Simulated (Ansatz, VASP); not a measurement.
# One calculation of TaN, two programs

```xyz
2
Lattice="0.0000 2.2091 2.2091 2.2091 0.0000 2.2091 2.2091 2.2091 0.0000" Properties=species:S:1:pos:R:3 pbc="T T T"
Ta    2.2091    2.2091    2.2091
N     0.0000    0.0000    0.0000
```

Alike in both runs: functional PBE; k mesh 8 × 8 × 8; occupations gaussian, width 0.1 eV; no spin polarisation.

Ansatz relaxed the structure, and its values are those at the end. VASP's run is a single point on that final structure, the one shown.

```csv
,VASP,Ansatz
version,VASP 6.6.1,Ansatz 0.2.0
potentials or method,"VASP PAW PBE potentials, release 64 (Ta_pv, N)","scalar-relativistic, plane waves, PAW"
plane-wave cutoff (eV),520,420
valence electrons in the cell,16,18
```

VASP gave:

```
gap on the k mesh at the Fermi level (eV) : none
pressure (GPa)                            : 0.7
```

Problem. Which values does Ansatz return?

Solution. gap on the k mesh at the Fermi level (eV): none; pressure (GPa): -0.1.

A gap of «none» marks a metal or a gap that the smearing closes. The two sets of potentials don't hold the same shells in valence.

The runs have no spin-orbit coupling, so splittings on Ta are missing.
